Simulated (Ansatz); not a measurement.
The structure comes from a relaxation in the same program, started in the rocksalt type. Whether it is a known phase or the ground state wasn't checked. The listed cell was then made from it by scaling, straining or moving an atom.

AgCl: DFT, PBEsol, all-electron LAPW, scalar-relativistic (Ansatz 0.2.0). What sets it apart from a plain run of this crystal: functional pbesol, volume scaled by 1.04.

Command: `ansatz run input.yaml --threads 1 --pin off --max-ram 2048MiB --backend cpu --events-out ev --progress --plain --runs-dir out` The run took 13 s on 1 thread of Arm Neoverse V1 (shared host).

```yaml
crystal:
  lattice:
    - [0.0, 2.8421188056, 2.8421188056]
    - [2.8421188056, 0.0, 2.8421188056]
    - [2.8421188056, 2.8421188056, 0.0]
  atoms:
    - { symbol: Ag, position: [0.0, 0.0, 0.0] }
    - { symbol: Cl, position: [0.5, 0.5, 0.5] }
kpoints:
  mp_grid: { grid: [12, 12, 12] }
scf:
  occupations: { method: fermi_dirac, width: 0.08 }
hamiltonian:
  xc: pbesol
  pseudopotentials: { kind: all_electron, lapw: { basis_error: 0.0005 } }
output:
  forces: true
  stress: true
  eigenvalues: true
```

Output (standing set-up lines are left out):

```
LAPW: plane waves up to 7.534 Å⁻¹, error target 5.0e-4 eV per atom; small_component_spin mean_spin; Cl in spheres of 1.282 Å, 15 of its electrons in bands, Dirac shells []; Ag in spheres of 1.560 Å, 19 of its electrons in bands, Dirac shells []
Functional definition: PBEsol
  exchange = pbesol_x
  correlation = pbesol_c
Crystal: 2 atoms, lattice volume = 45.915 Å³
Basis set: ecut = 216.2865288074326 eV, 331 PW (Γ), exchange–correlation at level 2
Space group: Fm-3m (ITA 225), of the structure as read, at distance tolerance 3.6e-5 Å
Functional: x = pbesol(κ = 0.804, μ = 0.12345679012345678), c = pbesol(β = 0.046)
iter 1 solved again at ethr=1.06e-3 eV; its pass at ethr=1.00e-1 eV (dr2=3.60e-1 eV) is discarded
SCF iter   1: F=—  HF=-157128.197068 eV  |F-HF|=—  |Δ(HF+E_count)|=         —  Δρ=1.93e-2  dr2=3.61e-1  ethr=1.06e-3  ⟨swp⟩=2.1  Hψ=9962  notcnv=0
preconditioner: auto → none  [insulator: Δε(μ)=0.640 eV  Ē_g=10.324 eV  σ=0.080 eV  W_gap=0.83  n_scr=14 (ndim 8)  ℏωp=23.2 eV  f_vac=0.058  D(μ)=0.01/eV (n_scr^D=0)  ε∞_Penn≈6.1]
iter 2 solved again at ethr=1.45e-5 eV; its pass at ethr=1.06e-3 eV (dr2=4.93e-3 eV) is discarded
SCF iter   2: F=—  HF=-157128.052779 eV  |F-HF|=—  |Δ(HF+E_count)|=   1.44e-1  Δρ=3.98e-3  dr2=4.94e-3  ethr=1.45e-5  ⟨swp⟩=2.0  Hψ=7850  notcnv=0
SCF iter   3: F=—  HF=-157128.016520 eV  |F-HF|=—  |Δ(HF+E_count)|=   3.63e-2  Δρ=2.97e-3  dr2=6.80e-3  ethr=1.45e-5  ⟨swp⟩=3.0  Hψ=4989  notcnv=0
SCF iter   4: F=—  HF=-157128.015301 eV  |F-HF|=—  |Δ(HF+E_count)|=         —  Δρ=8.82e-4  dr2=5.95e-4  ethr=1.45e-5  ⟨swp⟩=2.0  Hψ=4395  notcnv=0
the basis was enlarged: its passes take 182.9 KiB over the memory plan, 1 of 1 planned eigensolver slots
SCF iter   5: F=—  HF=-157128.015216 eV  |F-HF|=—  |Δ(HF+E_count)|=   8.47e-5  Δρ=1.56e-4  dr2=9.08e-6  ethr=1.75e-6  ⟨swp⟩=2.0  Hψ=4395  notcnv=0
SCF iter   6: F=—  HF=-157128.015228 eV  |F-HF|=—  |Δ(HF+E_count)|=   1.19e-5  Δρ=2.26e-5  dr2=2.05e-7  ethr=2.67e-8  ⟨swp⟩=2.8  Hψ=4480  notcnv=0
SCF iter   7: F=-157128.015228 eV  HF=-157128.015228 eV  |F-HF|=3.55e-9  |Δ(HF+E_count)|=   3.54e-7  Δρ=1.98e-6  dr2=1.26e-9  ethr=6.02e-10  ⟨swp⟩=3.0  Hψ=4595  notcnv=0
SCF 1 converged in 7 iterations: F = -157128.015228 eV  dr2 = 1.26e-9
SCF converged after 7 iterations
Free energy (F): -157128.015228 eV
Harris-Foulkes:  -157128.015228 eV  (|F-HF|=3.55e-9)
Internal energy: -157128.015122 eV  (E = F + TS)
E sigma→0 (E₀):  -157128.015175 eV
Entropy (-TS):   -0.000106 eV (-0.053 meV/atom)
Fermi energy:    8.206947 eV
--- Per-component energies (eV) ---
  E_band       = -1899.623366
  E_kinetic    = 163761.433562
  E_xc         = -4744.667564
  E_electrostatic = -316144.781120  (all electrons and nuclei)
  E_smearing   = -0.000106  (= −TS)
  E_closure    = 0.000000  (closes the sum)
  E_atoms      = -157122.092418  (free atoms, spherical and without spin; not in F)
  Σ components = -157128.015228   (vs F -157128.015228, Δ=0.00e0)
  Basis errors (estimates in eV, not in F): energy 1.8e-4 per atom: plane waves 1.7e-4 (9.2e-5 summed), levels above the bands 8.8e-53, relativity 1.2e-8, radial functions 1.8e-5, core shells 5.2e-8; eigenvalues (radial functions only) 7.8e-6; not estimated: angular momenta, meshes, grids; target (lapw.basis_error) 5.0e-4; muffin-tin radii Cl 1.282 Å, Ag 1.560 Å
--- Forces (eV/Å), atoms counted from 1 ---
  atom   1  Ag    -0.00000000     0.00000000    -0.00000000
  atom   2  Cl     0.00000000    -0.00000000    -0.00000000
  max |Σ_I F_I| component: 1.78e-30 eV/Å
--- Stress (GPa, compression-positive) ---
       -5.138341      -0.000000      -0.000000
       -0.000000      -5.138341      -0.000000
       -0.000000      -0.000000      -5.138341
  P = ⅓ Tr σ = -5.1383 GPa (-51.383 kbar)
--- Band table (eV; the first three rows and the last of 72) ---
  k-point 0: bands = ["-237.5942", "-176.8123", "-176.8123", "-176.8123", "-81.7953", "-45.3522", "-45.3522", "-45.3522", "-7.0235", "5.4432", "5.4432", "5.4432", "5.4772", "5.4772", "5.6082", "5.6082", "5.6082", "8.4084", "18.2550", "18.2550", "18.2550"]
  k-point 1: bands = ["-237.5942", "-176.8123", "-176.8123", "-176.8123", "-81.7953", "-45.3523", "-45.3522", "-45.3522", "-7.0007", "5.0861", "5.0861", "5.1193", "5.4660", "5.4660", "5.6693", "6.0235", "6.0235", "8.7467", "17.5097", "18.1452", "18.1452"]
  k-point 2: bands = ["-237.5942", "-176.8123", "-176.8123", "-176.8123", "-81.7953", "-45.3527", "-45.3523", "-45.3523", "-6.9372", "4.5086", "4.6893", "4.6893", "5.5206", "5.5206", "5.7389", "6.4974", "6.4974", "9.5053", "16.3499", "17.5204", "17.5204"]
  k-point 71: bands = ["-237.5942", "-176.8123", "-176.8123", "-176.8123", "-81.7952", "-45.3535", "-45.3535", "-45.3530", "-6.6128", "3.8750", "4.0893", "4.0893", "5.8301", "5.8445", "5.8445", "5.8581", "6.5883", "11.6366", "15.3138", "15.3138", "15.4219"]
```
